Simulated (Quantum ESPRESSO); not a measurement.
Crystal: TiAl3.

```xyz
4
Lattice="-1.9111 1.9111 4.2807 1.9111 -1.9111 4.2807 1.9111 1.9111 -4.2807" Properties=species:S:1:pos:R:3 pbc="T T T"
Ti    0.0000    0.0000    0.0000
Al    1.9111    0.0000    2.1403
Al    0.0000    1.9111    2.1403
Al    0.0000    0.0000    4.2807
```

The cell comes from a database or a generator and needn't be the stable form of this composition.

| Item | Value |
| --- | --- |
| Program | Quantum ESPRESSO 7.5 |
| Task | single point |
| Functional | PBEsol |
| Potentials or basis | GBRV 1.5 PBEsol |
| Cutoff | 612 eV |
| Density cutoff | 4898 eV |
| k mesh | 10 × 10 × 10 |
| Occupations | fermi-dirac, width 0.05 eV |
| Spin | no spin polarisation |

On this cell: pressure -0.7 GPa; largest force under 0.003 eV/Å; band gap on the k mesh none (metal or under the smearing width).

The same run follows on a disturbed copy (atoms moved at random, drawn with an rms of 0.05 Å):

```
CELL_PARAMETERS angstrom
-1.91111 1.91111 4.28067
1.91111 -1.91111 4.28067
1.91111 1.91111 -4.28067
ATOMIC_POSITIONS crystal
Ti 0.99038 0.00038 0.99521
Al 0.25664 0.75347 0.51882
Al 0.74604 0.24268 0.49693
Al 0.50286 0.48753 0.00014
```

What does the disturbed cell give?

The energy (extrapolated to zero smearing) moves by +8.2 meV/atom; pressure -0.5 GPa; largest force 0.617 eV/Å; band gap on the k mesh none (metal or under the smearing width).

Forces on the atoms (eV/Å):
```
Ti  -0.251  0.551 -0.122
Al  -0.284 -0.318  0.049
Al   0.204  0.154  0.049
Al   0.330 -0.387  0.024
```

Stress tensor (GPa, compression positive):
```
-0.40 -0.03  0.20
-0.03 -0.43 -0.22
 0.20 -0.22 -0.60
```
